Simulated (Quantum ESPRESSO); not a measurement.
# Al (Fm-3m) in Quantum ESPRESSO: further runs

The runs below take Al through single point, equation of state, with rev-vdW-DF2.

Everything below comes from runs of Quantum ESPRESSO 7.5. Logs are shortened: lines on timing, memory, paths and dates and some standing lists are left out, and cuts for length are marked.

**The experiment to reproduce.**

From “The interpretation of polycrystalline coherent inelastic neutron scattering from aluminium”, 2013, pmc:3831299, for a bulk crystal of Al: bulk modulus 76.9 GPa.

The runs below are set against these values where they give the same quantity.

## (1) The structure

Symmetry: Fm-3m, No. 225, cubic system. The conventional cell has a = 4.050 Å, b = 4.050 Å, c = 4.050 Å, α = 90.00°, β = 90.00°, γ = 90.00°. Al (site symmetry m-3m) has 12 Al at 2.86 Å as nearest neighbours.

## (2) Single point, rev-vdW-DF2, 15.61 Å³/atom

The input, pw.in:

```
&CONTROL
  calculation = 'scf'
  prefix = 'pwscf'
  outdir = './tmp'
  pseudo_dir = './pseudo'
  tprnfor = .true.
  tstress = .true.
  disk_io = 'nowf'
/
&SYSTEM
  ibrav = 0
  nat = 1
  ntyp = 1
  ecutwfc = 40
  nbnd = 6
  input_dft = 'vdw-df2-b86r'
  occupations = 'smearing'
  smearing = 'fd'
  degauss = 0.00367493
/
&ELECTRONS
  conv_thr = 2d-10
  electron_maxstep = 120
  mixing_beta = 0.5
/
ATOMIC_SPECIES
Al    26.9815 Al.upf
CELL_PARAMETERS angstrom
   0.0000000000    1.9834708509    1.9834708509
   1.9834708509    0.0000000000    1.9834708509
   1.9834708509    1.9834708509    0.0000000000
ATOMIC_POSITIONS crystal
Al     0.0000000000    0.0000000000    0.0000000000
K_POINTS automatic
11 11 11 0 0 0
```

Potentials or basis: PseudoDojo 0.4.1 SR PBE standard.

Started as:

```bash
OMP_NUM_THREADS=1 pw.x -in pw.in > pw.out
```

pw.out:

```text
This program is part of the open-source Quantum ESPRESSO suite
     for quantum simulation of materials; please cite
         "P. Giannozzi et al., J. Phys.:Condens. Matter 21 395502 (2009);
         "P. Giannozzi et al., J. Phys.:Condens. Matter 29 465901 (2017);
         "P. Giannozzi et al., J. Chem. Phys. 152 154105 (2020);
     in publications or presentations arising from this work. More details at

     IMPORTANT: XC functional enforced from input :
     Exchange-correlation= VDW-DF2-B86R
                           (   1   4  26   0   2   0   0)
     Any further DFT definition will be discarded
     Please, verify this is what you really want

     Message from routine setup:
     using ibrav=0 with symmetry is DISCOURAGED, use correct ibrav instead

     G-vector sticks info
     --------------------
     sticks:   dense  smooth     PW     G-vecs:    dense   smooth      PW
     Sum         313     313    109                 3647     3647     725

     Using Slab Decomposition

     bravais-lattice index     =            0
     lattice parameter (alat)  =       5.3008  a.u.
     unit-cell volume          =     105.3184 (a.u.)^3
     number of atoms/cell      =            1
     number of atomic types    =            1
     number of electrons       =         3.00
     number of Kohn-Sham states=            6
     kinetic-energy cutoff     =      40.0000  Ry
     charge density cutoff     =     160.0000  Ry
     scf convergence threshold =      2.0E-10
     mixing beta               =       0.5000
     number of iterations used =            8  plain     mixing
     Exchange-correlation= VDW-DF2-B86R
                           (   1   4  26   0   2   0   0)

     celldm(1)=   5.300779  celldm(2)=   0.000000  celldm(3)=   0.000000
     celldm(4)=   0.000000  celldm(5)=   0.000000  celldm(6)=   0.000000

     crystal axes: (cart. coord. in units of alat)
               a(1) = (   0.000000   0.707107   0.707107 )
               a(2) = (   0.707107   0.000000   0.707107 )
               a(3) = (   0.707107   0.707107   0.000000 )

     reciprocal axes: (cart. coord. in units 2 pi/alat)
               b(1) = ( -0.707107  0.707107  0.707107 )
               b(2) = (  0.707107 -0.707107  0.707107 )
               b(3) = (  0.707107  0.707107 -0.707107 )

     PseudoPot. # 1 for Al read from file:
     Al.upf
     Pseudo is Norm-conserving + core correction, Zval =  3.0
     Generated using ONCVPSP code by D. R. Hamann
     Using radial grid of 1876 points,  6 beta functions with:
                l(1) =   0
                l(2) =   0
                l(3) =   1
                l(4) =   1
                l(5) =   2
                l(6) =   2

     atomic species   valence    mass     pseudopotential
     Al                3.00    26.98150     Al( 1.00)

     48 Sym. Ops., with inversion, found

   Cartesian axes

     site n.     atom                  positions (alat units)
         1        Al     tau(   1) = (   0.0000000   0.0000000   0.0000000  )

     number of k points=    56  Fermi-Dirac smearing, width (Ry)=  0.0037
                       cart. coord. in units 2pi/alat
        k(    1) = (   0.0000000   0.0000000   0.0000000), wk =   0.0015026
        k(    2) = (   0.0642824   0.0642824  -0.0642824), wk =   0.0120210
        k(    3) = (   0.1285649   0.1285649  -0.1285649), wk =   0.0120210
        k(    4) = (   0.1928473   0.1928473  -0.1928473), wk =   0.0120210
        k(    5) = (   0.2571297   0.2571297  -0.2571297), wk =   0.0120210
        k(    6) = (   0.3214122   0.3214122  -0.3214122), wk =   0.0120210
[... 48 lines left out ...]
        k(   55) = (  -0.0642824  -0.4499770   0.7071068), wk =   0.0360631
        k(   56) = (   0.0000000  -0.3856946   0.6428243), wk =   0.0360631

     Dense  grid:     3647 G-vectors     FFT dimensions: (  24,  24,  24)

     Initial potential from superposition of free atoms

     starting charge       2.9976, renormalised to       3.0000

     %%%%%%%%%%%%%%%%%%%%%%%%%%%%%%%%%%%%%%%%%%%%%%%%%%%%%%%%%%%%%%%%%%%%%%%%
     %                                                                      %
     % You are using vdW-DF, which was implemented by the Thonhauser group. %
     % Please cite the following two papers that made this development      %
     % possible and the two reviews that describe the various versions:     %
     %                                                                      %
     %   T. Thonhauser et al., PRL 115, 136402 (2015).                      %
     %   T. Thonhauser et al., PRB 76, 125112 (2007).                       %
     %   K. Berland et al., Rep. Prog. Phys. 78, 066501 (2015).             %
     %   D.C. Langreth et al., J. Phys.: Condens. Matter 21, 084203 (2009). %
     %                                                                      %
     % If you are calculating stress with vdW-DF, please also cite:         %
     %                                                                      %
     %   R. Sabatini et al., J. Phys.: Condens. Matter 24, 424209 (2012).   %
     %                                                                      %
     %%%%%%%%%%%%%%%%%%%%%%%%%%%%%%%%%%%%%%%%%%%%%%%%%%%%%%%%%%%%%%%%%%%%%%%%

     %%%%%%%%%%%%%%%%%%%%%%%%%%%%%%%%%%%%%%%%%%%%%%%%%%%%%%%%%%%%%%%%%%%%%%%%
     %                                                                      %
     %  vdW-DF NEWS:                                                        %
     %                                                                      %
     %  * vdW-DF3 is now available. DOI: 10.1021/acs.jctc.0c00471           %
     %    use with input_dft = 'vdW-DF3-opt1' or 'vdW-DF3-opt2'             %
     %                                                                      %
     %  * Unscreened and range-separated hybrid vdW-DF-cx functionals       %
     %    DOI: 10.1063/1.4986522 and 10.1088/1361-648X/ac2ad2               %
     %    use with input_dft = 'vdW-DF-cx0'    and 'vdW-DF-ahcx'            %
     %  * Unscreened and range-separated hybrid vdW-DF2-b86r functionals    %
     %    DOI: 10.1063/1.4986522 and DOI: 10.1103/PhysRevX.12.041003        %
     %    use with input_dft = 'vdW-DF2-br0' and 'vdW-DF2-ahbr'             %
     %                                                                      %
     %%%%%%%%%%%%%%%%%%%%%%%%%%%%%%%%%%%%%%%%%%%%%%%%%%%%%%%%%%%%%%%%%%%%%%%%

     Starting wfcs are    4 randomized atomic wfcs +    2 random wfcs

     Self-consistent Calculation

     iteration #  1     ecut=    40.00 Ry     beta= 0.50
     Davidson diagonalization with overlap
     ethr =  1.00E-02,  avg # of iterations =  6.2

     Threshold (ethr) on eigenvalues was too large:
     Diagonalizing with lowered threshold

     Davidson diagonalization with overlap
     ethr =  1.79E-04,  avg # of iterations =  3.6

     total energy              =      -4.64251137 Ry
     estimated scf accuracy    <       0.00529857 Ry
[... 32 lines left out ...]
     iteration #  6     ecut=    40.00 Ry     beta= 0.50
     Davidson diagonalization with overlap
     ethr =  2.58E-11,  avg # of iterations =  2.4

     End of self-consistent calculation

          k = 0.0000 0.0000 0.0000 (   459 PWs)   bands (ev):

    -2.9836  21.4529  21.4529  23.3649  23.3650  23.3650

          k = 0.0643 0.0643-0.0643 (   450 PWs)   bands (ev):
[... 215 lines left out ...]
          k = 0.0000-0.3857 0.6428 (   452 PWs)   bands (ev):

     7.0635   7.3119   8.8699  10.9212  22.9510  26.0029

     the Fermi energy is     8.5428 ev

!    total energy              =      -4.64240464 Ry
     estimated scf accuracy    <          4.9E-11 Ry
     smearing contrib. (-TS)   =      -0.00029694 Ry
     internal energy E=F+TS    =      -4.64210770 Ry

     The total energy is F=E-TS. E is the sum of the following terms:
     one-electron contribution =       3.05854443 Ry
     hartree contribution      =       0.00806975 Ry
     xc contribution           =      -2.20426970 Ry
     ewald contribution        =      -5.50445218 Ry

     convergence has been achieved in   6 iterations

     Forces acting on atoms (cartesian axes, Ry/au):

     atom    1 type  1   force =     0.00000000    0.00000000    0.00000000

     Total force =     0.000000     Total SCF correction =     0.000000

     Computing stress (Cartesian axis) and pressure

          total   stress  (Ry/bohr**3)                   (kbar)     P=       57.95
   0.00039394   0.00000000  -0.00000000           57.95        0.00       -0.00
   0.00000000   0.00039394   0.00000000            0.00       57.95        0.00
  -0.00000000   0.00000000   0.00039394           -0.00        0.00       57.95

=------------------------------------------------------------------------------=
   JOB DONE.
=------------------------------------------------------------------------------=
```

It took 66 s on 1 thread of Intel Xeon 6975P-C (Granite Rapids), shared host; peak memory 0.05 GiB.

What came out:

* Free energy: -63.1631 eV
* Pressure: 5.8 GPa
* Band gap on the k mesh: none (metal or under the smearing width)

Caveat: the potentials were made for another functional, which shifts forces and pressure.

## (3) Single point, rev-vdW-DF2, 15.94 Å³/atom

Changes to pw.in since step 2:

```diff
@@ -28,5 +28,5 @@
 CELL_PARAMETERS angstrom
-   0.0000000000    1.9834708509    1.9834708509
-   1.9834708509    0.0000000000    1.9834708509
-   1.9834708509    1.9834708509    0.0000000000
+   0.0000000000    1.9974394157    1.9974394157
+   1.9974394157    0.0000000000    1.9974394157
+   1.9974394157    1.9974394157    0.0000000000
 ATOMIC_POSITIONS crystal
```

Potentials or basis: PseudoDojo 0.4.1 SR PBE standard.

Started as:

```bash
OMP_NUM_THREADS=1 pw.x -in pw.in > pw.out
```

Run time: 69 s. Hardware: 1 thread of Intel Xeon 6975P-C (Granite Rapids), shared host; peak memory 0.05 GiB.

It converged, with:

```
Free energy            : -63.1730 eV
Pressure               : 3.8 GPa
Band gap on the k mesh : none (metal or under the smearing width)
```

Caveat: the potentials were made for another functional, which shifts forces and pressure.

## (4) Single point, rev-vdW-DF2, 16.27 Å³/atom

Changes to pw.in since step 3:

```diff
@@ -28,5 +28,5 @@
 CELL_PARAMETERS angstrom
-   0.0000000000    1.9974394157    1.9974394157
-   1.9974394157    0.0000000000    1.9974394157
-   1.9974394157    1.9974394157    0.0000000000
+   0.0000000000    2.0112152952    2.0112152952
+   2.0112152952    0.0000000000    2.0112152952
+   2.0112152952    2.0112152952    0.0000000000
 ATOMIC_POSITIONS crystal
```

Started as:

```bash
OMP_NUM_THREADS=1 pw.x -in pw.in > pw.out
```

Wall time 67 s (1 thread of Intel Xeon 6975P-C (Granite Rapids), shared host); peak memory 0.05 GiB.

It converged, with:

```
Free energy            : -63.1790 eV
Pressure               : 2.0 GPa
Band gap on the k mesh : none (metal or under the smearing width)
```

Caveat: the potentials were made for another functional, which shifts forces and pressure.

## (5) Single point, rev-vdW-DF2, 16.60 Å³/atom

Changes to pw.in since step 4:

```diff
@@ -28,5 +28,5 @@
 CELL_PARAMETERS angstrom
-   0.0000000000    2.0112152952    2.0112152952
-   2.0112152952    0.0000000000    2.0112152952
-   2.0112152952    2.0112152952    0.0000000000
+   0.0000000000    2.0248050000    2.0248050000
+   2.0248050000    0.0000000000    2.0248050000
+   2.0248050000    2.0248050000    0.0000000000
 ATOMIC_POSITIONS crystal
```

Started as:

```bash
OMP_NUM_THREADS=1 pw.x -in pw.in > pw.out
```

Run time: 70 s. Hardware: 1 thread of Intel Xeon 6975P-C (Granite Rapids), shared host; peak memory 0.05 GiB.

It converged, with:

| Property | Result |
| --- | --- |
| Free energy | -63.1813 eV |
| Pressure | 0.3 GPa |
| Band gap on the k mesh | none (metal or under the smearing width) |

Caveat: the potentials were made for another functional, which shifts forces and pressure.

## (6) Single point, rev-vdW-DF2, 16.93 Å³/atom

Changes to pw.in since step 5:

```diff
@@ -28,5 +28,5 @@
 CELL_PARAMETERS angstrom
-   0.0000000000    2.0248050000    2.0248050000
-   2.0248050000    0.0000000000    2.0248050000
-   2.0248050000    2.0248050000    0.0000000000
+   0.0000000000    2.0382146954    2.0382146954
+   2.0382146954    0.0000000000    2.0382146954
+   2.0382146954    2.0382146954    0.0000000000
 ATOMIC_POSITIONS crystal
```

Potentials or basis: PseudoDojo 0.4.1 SR PBE standard.

Started as:

```bash
OMP_NUM_THREADS=1 pw.x -in pw.in > pw.out
```

Run time: 66 s. Hardware: 1 thread of Intel Xeon 6975P-C (Granite Rapids), shared host; peak memory 0.05 GiB.

The run converged. Its results:

```
Free energy            : -63.1805 eV
Pressure               : -1.1 GPa
Band gap on the k mesh : none (metal or under the smearing width)
```

Caveat: the potentials were made for another functional, which shifts forces and pressure.

## (7) Single point, rev-vdW-DF2, 17.27 Å³/atom

Changes to pw.in since step 6:

```diff
@@ -28,5 +28,5 @@
 CELL_PARAMETERS angstrom
-   0.0000000000    2.0382146954    2.0382146954
-   2.0382146954    0.0000000000    2.0382146954
-   2.0382146954    2.0382146954    0.0000000000
+   0.0000000000    2.0514502267    2.0514502267
+   2.0514502267    0.0000000000    2.0514502267
+   2.0514502267    2.0514502267    0.0000000000
 ATOMIC_POSITIONS crystal
```

Started as:

```bash
OMP_NUM_THREADS=1 pw.x -in pw.in > pw.out
```

Run time: 70 s. Hardware: 1 thread of Intel Xeon 6975P-C (Granite Rapids), shared host; peak memory 0.05 GiB.

Results (log left out):

- Free energy: -63.1768 eV
- Pressure: -2.4 GPa
- Band gap on the k mesh: none (metal or under the smearing width)

Caveat: the potentials were made for another functional, which shifts forces and pressure.

## (8) Single point, rev-vdW-DF2, 17.60 Å³/atom

Changes to pw.in since step 7:

```diff
@@ -28,5 +28,5 @@
 CELL_PARAMETERS angstrom
-   0.0000000000    2.0514502267    2.0514502267
-   2.0514502267    0.0000000000    2.0514502267
-   2.0514502267    2.0514502267    0.0000000000
+   0.0000000000    2.0645171409    2.0645171409
+   2.0645171409    0.0000000000    2.0645171409
+   2.0645171409    2.0645171409    0.0000000000
 ATOMIC_POSITIONS crystal
```

Started as:

```bash
OMP_NUM_THREADS=1 pw.x -in pw.in > pw.out
```

Wall time 67 s (1 thread of Intel Xeon 6975P-C (Granite Rapids), shared host); peak memory 0.05 GiB.

It converged, with:

```yaml
Free_energy: -63.1706 eV
Pressure: -3.6 GPa
Band_gap_on_the_k_mesh: none (metal or under the smearing width)
```

Caveat: the potentials were made for another functional, which shifts forces and pressure.

## (9) Equation of state, rev-vdW-DF2

Potentials or basis: PseudoDojo 0.4.1 SR PBE standard.

This step only gathers the single runs of the series.

What came out:

```
Equilibrium volume                      : 16.68 Å³/atom
Bulk modulus                            : 75 GPa
Pressure derivative of the bulk modulus : 4.5
```

Energy against volume, from the lowest point:
| volume (Å³/atom) | energy (meV/atom) |
| --- | --- |
| 15.607 | 18.20 |
| 15.939 | 8.30 |
| 16.271 | 2.36 |
| 16.603 | 0.00 |
| 16.935 | 0.84 |
| 17.267 | 4.53 |
| 17.599 | 10.78 |

Caveat: the potentials were made for another functional, which shifts forces and pressure.

## (10) Against experiment

Step 9. Measured bulk modulus of Al: 76.9 GPa (quoted in “The interpretation of polycrystalline coherent inelastic neutron scattering from aluminium”, 2013, pmc:3831299). This calculation gives 75 GPa (-2.0 %). The fit is for a static lattice scaled at fixed shape and fixed fractional positions.
